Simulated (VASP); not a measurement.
# Pb (Im-3m) in VASP: notebook

Runs on Pb. Level: PBEsol. Tasks: single point.

Program: VASP 6.6.1. These are calculated values, not measurements. Logs are shortened: lines on timing, memory, paths and dates and some standing lists are left out, and cuts for length are marked.

## (1) The crystal as given

It takes space group Im-3m (No. 229, cubic). Conventional cell: a = 3.959 Å, b = 3.959 Å, c = 3.959 Å, α = 90.00°, β = 90.00°, γ = 90.00°. Around Pb (site symmetry m-3m) lie 8 Pb at 3.43 Å.

This isn't the form of Pb at room conditions, which is fcc.

## (2) Single point, PBEsol

File INCAR:

```
PREC = Accurate ; ENCUT = 520
EDIFF = 1E-6 ; ISMEAR = -1
SIGMA = 0.08 ; LREAL = F
LASPH = T ; NELM = 100
ALGO = Normal ; ISIF = 2
LWAVE = F ; LCHARG = F
GGA = PS ; NBANDS = 13
```

File KPOINTS:

```
Automatic mesh
0
Gamma
  18 18 18
```

File POSCAR:

```
Pb
1.0
   -1.9796595667      1.9796595667      1.9796595667
    1.9796595667     -1.9796595667      1.9796595667
    1.9796595667      1.9796595667     -1.9796595667
Pb
1
Direct
    0.0000000000      0.0000000000      0.0000000000
```

Potentials or basis: VASP PAW PBE potentials, release 64 (Pb_d).

Started as:

```bash
$ cat potpaw_PBE.64/Pb_d/POTCAR > POTCAR
$ mpirun -np 1 vasp_std > vasp.out
```

OUTCAR:

```text
PREC = Accurate
   ENCUT = 520
   EDIFF = 1E-6
   ISMEAR = -1
   LREAL = F
   LASPH = T
   NELM = 100
   ISIF = 2
   GGA = PS

 ion  position               nearest neighbor table
   1  0.000  0.000  0.000-

  LATTYP: Found a body centered cubic cell.
 ALAT       =     3.9593191334

  Lattice vectors:

 A1 = (  -1.9796595667,   1.9796595667,   1.9796595667)
 A2 = (   1.9796595667,  -1.9796595667,   1.9796595667)
 A3 = (   1.9796595667,   1.9796595667,  -1.9796595667)

Analysis of symmetry for initial positions (statically):
=====================================================================
 Subroutine PRICEL returns:
 Original cell was already a primitive cell.

 Routine SETGRP: Setting up the symmetry group for a
 body centered cubic supercell.

 Subroutine GETGRP returns: Found 48 space group operations
 (whereof 48 operations were pure point group operations)
 out of a pool of 48 trial point group operations.

The static configuration has the point symmetry O_h .

Analysis of symmetry for dynamics (positions and initial velocities):
=====================================================================
 Subroutine PRICEL returns:
 Original cell was already a primitive cell.

 Routine SETGRP: Setting up the symmetry group for a
 body centered cubic supercell.

 Subroutine GETGRP returns: Found 48 space group operations
 (whereof 48 operations were pure point group operations)
 out of a pool of 48 trial point group operations.

The dynamic configuration has the point symmetry O_h .

 Subroutine INISYM returns: Found 48 space group operations
 (whereof 48 operations are pure point group operations),
 and found     1 'primitive' translations

----------------------------------------------------------------------------------------

                                     Primitive cell

  volume of cell :      31.0336

  direct lattice vectors                    reciprocal lattice vectors
    -1.979659567  1.979659567  1.979659567     0.000000000  0.252568678  0.252568678
     1.979659567 -1.979659567  1.979659567     0.252568678  0.000000000  0.252568678
     1.979659567  1.979659567 -1.979659567     0.252568678  0.252568678  0.000000000

  length of vectors
     3.428870951  3.428870951  3.428870951     0.357186050  0.357186050  0.357186050

  position of ions in fractional coordinates (direct lattice)
     0.000000000  0.000000000  0.000000000

  ion indices of the primitive-cell ions
   primitive index   ion index
                 1           1

[... 81 lines left out ...]
   PSTRESS=    0.0 pullay stress
   NELECT =      14.0000    total number of electrons
   NUPDOWN=      -1.0000    fix difference up-down
   EMIN   =  10.00;   EMAX   =-10.00  energy-range for DOS
   EFERMI =   0.00;   METHOD = LEGACY
   ISMEAR =    -1;   SIGMA  =   0.08  broadening in eV -4-tet -1-fermi 0-gaus
   EFERMI_NEDOS =   21; number of points for ismear=-14 and -15
   IALGO  =     38    algorithm
   IMIX   =      4    mixing-type and parameters
     AMIX     =   0.40;   BMIX     =  1.00
     AMIX_MAG =   1.60;   BMIX_MAG =  1.00
  volume/ion in A,a.u.               =      31.03       209.42
  Fermi-wavevector in a.u.,A,eV,Ry     =   1.255568  2.372680 21.448927  1.576452
  Thomas-Fermi vector in A             =   2.389319
   LORBIT       =      0    0 simple, 1 ext, 2 COOP (PROOUT), +10 PAW based schemes
   GGA     = PS    functional components
   LHFCALC =     F    Hartree Fock is set to
   AEXX    =    0.0000 exact exchange contribution
   IVDW    =     0    specifies the selected vdW correction
   LEPSILON=     F    determine dielectric tensor
   LRPA    =     F    only Hartree local field effects (RPA)
 non-spin polarized calculation
  energy-cutoff  :      520.00
  volume of cell :       31.03
 maximum number of plane-waves:       887
 NGX is ok and might be reduce to    28
   NGX = 13   NGY = 13   NGZ = 13

 number of electron      14.0000002 magnetization

 Free energy of the ion-electron system (eV)
  ---------------------------------------------------
  ext. energy  EPLUGINS =         0.00000000
  ---------------------------------------------------
  free energy    TOTEN  =        -3.95999657 eV

  energy without entropy =       -3.94803251  energy(sigma->0) =       -3.95401454

 E-fermi :   6.8239     XC(G=0): -10.2333

 val. band max:        6.8145537075   @ k =  -0.2778   0.3333   0.2222
 cond. band min:       6.8376924233   @ k =   0.2778   0.1667   0.1667
 fundamental gap:      0.0231387158
 Fermi energy:         6.8239147289

 k-point     1 :       0.0000    0.0000    0.0000
  band No.  band energies     occupation
      1     -10.1833      2.00000
      2     -10.1833      2.00000
      3     -10.1833      2.00000
      4      -9.9560      2.00000
      5      -9.9560      2.00000
      6      -4.7715      2.00000
      7      14.2796      0.00000
      8      14.2796      0.00000
      9      14.2796      0.00000
     10      17.9169      0.00000
     11      17.9169      0.00000
     12      17.9169      0.00000
     13      18.3456      0.00000
[... 354 lines left out ...]
  band No.  band energies     occupation
      1     -10.2437      2.00000
      2     -10.1606      2.00000
      3      -9.9758      2.00000
      4      -9.9695      2.00000
      5      -9.8459      2.00000
      6      -1.1919      2.00000
      7       3.4934      2.00000
      8       9.0318      0.00000
      9      11.3765      0.00000
     10      15.2265      0.00000
     11      17.3099      0.00000
     12      19.5456      0.00000
     13      21.1724      0.00000

 [... further k-points ...]

------------------------ aborting loop because EDIFF is reached ----------------------------------------

  FORCE on cell =-STRESS in cart. coord.  units (eV):
  Direction    XX          YY          ZZ          XY          YZ          ZX
  --------------------------------------------------------------------------------------
  -------------------------------------------------------------------------------------
  Total       -0.3119115     -0.3119115     -0.3119115      0.0000000      0.0000000     -0.0000000
  in kB      -16.1031332    -16.1031332    -16.1031332      0.0000000      0.0000000     -0.0000000
  external PRESSURE =     -16.1031332 kB  Pullay stress =       0.0000000 kB

 VOLUME and BASIS-vectors are now :
 -----------------------------------------------------------------------------
  energy-cutoff  :      520.00
  volume of cell :       31.03
      direct lattice vectors                 reciprocal lattice vectors
    -1.979659567  1.979659567  1.979659567     0.000000000  0.252568678  0.252568678
     1.979659567 -1.979659567  1.979659567     0.252568678  0.000000000  0.252568678
     1.979659567  1.979659567 -1.979659567     0.252568678  0.252568678  0.000000000

 POSITION                                       TOTAL-FORCE (eV/Angst)
 -----------------------------------------------------------------------------------
      0.00000      0.00000      0.00000         0.000000      0.000000     -0.000000
 -----------------------------------------------------------------------------------
    total drift:                               -0.000000     -0.000000     -0.000000

  FREE ENERGIE OF THE ION-ELECTRON SYSTEM (eV)
  ---------------------------------------------------
  free  energy   TOTEN  =        -3.9599965658 eV

  energy  without entropy=       -3.9480325126  energy(sigma->0) =       -3.95401454
```

stdout:

```text
POSCAR found type information on POSCAR Pb
 POSCAR found :  1 types and       1 ions
 scaLAPACK will be used
 -----------------------------------------------------------------------------
|                                                                             |
|                                                                             |
|     You enforced a specific xc type in the INCAR file but a different       |
|     I HOPE YOU KNOW WHAT YOU ARE DOING!                                     |
|                                                                             |
 -----------------------------------------------------------------------------

 LDA part: xc-table for (Slater+PW92), standard interpolation
 POSCAR, INCAR and KPOINTS ok, starting setup
 FFT: planning ... GRIDC
 FFT: planning ... GRID_SOFT
 FFT: planning ... GRID
 WAVECAR not read
 entering main loop
```

Run time: 45 s. Hardware: 1 thread of Intel Xeon Platinum 8375C at 2.90GHz (Ice Lake), shared host; peak memory 0.21 GiB.

What came out:

| Quantity | Value |
| --- | --- |
| Free energy | -3.9600 eV |
| Pressure | -1.6 GPa |
| Band gap on the k mesh | none (metal or under the smearing width) |

Caveat: the PAW data sets were made with another functional, which shifts forces and pressure a little.

## (3) Single point, PBEsol

File INCAR:

```
SYSTEM = Pb
PREC     = Accurate       ! precision mode
ENCUT    = 520            ! plane-wave cutoff, eV
EDIFF    = 1E-6           ! SCF threshold, eV
ISMEAR   = -1             ! smearing method
SIGMA    = 0.08           ! smearing width, eV
LREAL    = .FALSE.        ! projectors in reciprocal space
LASPH    = .TRUE.         ! aspherical terms in the spheres
NELM     = 100            ! most SCF steps
ALGO     = Normal         ! electronic algorithm
ISIF     = 2              ! what is computed and relaxed
LWAVE    = .FALSE.        ! write WAVECAR
LCHARG   = .FALSE.        ! write CHGCAR
GGA      = PS             ! functional
NBANDS   = 13             ! bands
```

File KPOINTS:

```
Automatic mesh
0
G
  13 13 13
  0 0 0
```

POSCAR is that of step 2.

Potentials or basis: VASP PAW PBE potentials, release 64 (Pb_d).

Started as:

```bash
$ cat potpaw_PBE.64/Pb_d/POTCAR > POTCAR
$ mpirun -np 1 vasp_std > vasp.out
```

OUTCAR:

```text
SYSTEM = Pb
   PREC = Accurate
   ENCUT = 520
   EDIFF = 1E-6
   ISMEAR = -1
   LREAL = .FALSE.
   LASPH = .TRUE.
   NELM = 100
   ISIF = 2
   GGA = PS

 ion  position               nearest neighbor table
   1  0.000  0.000  0.000-

  LATTYP: Found a body centered cubic cell.
 ALAT       =     3.9593191334

  Lattice vectors:

 A1 = (  -1.9796595667,   1.9796595667,   1.9796595667)
 A2 = (   1.9796595667,  -1.9796595667,   1.9796595667)
 A3 = (   1.9796595667,   1.9796595667,  -1.9796595667)

Analysis of symmetry for initial positions (statically):
=====================================================================
 Subroutine PRICEL returns:
 Original cell was already a primitive cell.

 Routine SETGRP: Setting up the symmetry group for a
 body centered cubic supercell.

 Subroutine GETGRP returns: Found 48 space group operations
 (whereof 48 operations were pure point group operations)
 out of a pool of 48 trial point group operations.

The static configuration has the point symmetry O_h .

[... 167 lines left out ...]
  band No.  band energies     occupation
      1     -10.1829      2.00000
      2     -10.1829      2.00000
      3     -10.1829      2.00000
      4      -9.9557      2.00000
      5      -9.9557      2.00000
      6      -4.7714      2.00000
      7      14.2800      0.00000
      8      14.2800      0.00000
      9      14.2800      0.00000
     10      17.9166      0.00000
     11      17.9166      0.00000
     12      17.9166      0.00000
     13      18.3453      0.00000
[... 354 lines left out ...]
  band No.  band energies     occupation
      1     -10.2238      2.00000
      2     -10.1610      2.00000
      3      -9.9829      2.00000
      4      -9.9627      2.00000
      5      -9.9346      2.00000
      6      -2.7054      2.00000
      7       6.2453      1.99890
      8       9.8646      0.00000
      9      11.1072      0.00000
     10      16.8106      0.00000
     11      17.8106      0.00000
     12      19.2673      0.00000
     13      20.7715      0.00000

 [... further k-points ...]

------------------------ aborting loop because EDIFF is reached ----------------------------------------

  FORCE on cell =-STRESS in cart. coord.  units (eV):
  Direction    XX          YY          ZZ          XY          YZ          ZX
  --------------------------------------------------------------------------------------
  -------------------------------------------------------------------------------------
  Total       -0.3256277     -0.3256277     -0.3256277     -0.0000000      0.0000000     -0.0000000
  in kB      -16.8112655    -16.8112655    -16.8112655     -0.0000000      0.0000000     -0.0000000
  external PRESSURE =     -16.8112655 kB  Pullay stress =       0.0000000 kB

 VOLUME and BASIS-vectors are now :
 -----------------------------------------------------------------------------
  energy-cutoff  :      520.00
  volume of cell :       31.03
      direct lattice vectors                 reciprocal lattice vectors
    -1.979659567  1.979659567  1.979659567     0.000000000  0.252568678  0.252568678
     1.979659567 -1.979659567  1.979659567     0.252568678  0.000000000  0.252568678
     1.979659567  1.979659567 -1.979659567     0.252568678  0.252568678  0.000000000

 POSITION                                       TOTAL-FORCE (eV/Angst)
 -----------------------------------------------------------------------------------
      0.00000      0.00000      0.00000        -0.000000     -0.000000     -0.000000
 -----------------------------------------------------------------------------------
    total drift:                               -0.000000     -0.000000     -0.000000

  FREE ENERGIE OF THE ION-ELECTRON SYSTEM (eV)
  ---------------------------------------------------
  free  energy   TOTEN  =        -3.9627655625 eV

  energy  without entropy=       -3.9508265050  energy(sigma->0) =       -3.95679603
```

OSZICAR:

```text
N       E                     dE             d eps       ncg     rms          rms(c)
DAV:   1     0.106499000327E+03    0.10650E+03   -0.71103E+03  2207   0.125E+03
DAV:   2     0.119885761218E+01   -0.10530E+03   -0.10216E+03  2294   0.306E+02
DAV:   3    -0.385688671683E+01   -0.50557E+01   -0.50287E+01  2744   0.730E+01
DAV:   4    -0.397467133926E+01   -0.11778E+00   -0.11776E+00  2581   0.120E+01
DAV:   5    -0.397978899214E+01   -0.51177E-02   -0.51175E-02  3024   0.230E+00    0.567E-01
DAV:   6    -0.396617856534E+01    0.13610E-01   -0.18574E-02  2729   0.237E+00    0.270E-01
DAV:   7    -0.396294926592E+01    0.32293E-02   -0.74071E-03  2818   0.139E+00    0.931E-02
DAV:   8    -0.396276677507E+01    0.18249E-03   -0.42856E-04  3239   0.345E-01    0.102E-02
DAV:   9    -0.396276544234E+01    0.13327E-05   -0.91594E-06  2860   0.532E-02    0.464E-03
DAV:  10    -0.396276556251E+01   -0.12018E-06   -0.76821E-07  1682   0.129E-02
   1 F= -.39627656E+01 E0= -.39567960E+01  d E =-.119391E-01
```

It took 30 s on 1 thread of Intel Xeon Platinum 8488C (Sapphire Rapids), shared host; peak memory 0.16 GiB.

What came out:

```
Free energy            : -3.9628 eV
Pressure               : -1.7 GPa
Band gap on the k mesh : none (metal or under the smearing width)
```

Caveat: the PAW data sets were made with another functional, which shifts forces and pressure a little. The run has no spin-orbit coupling, so splittings on Pb are missing.
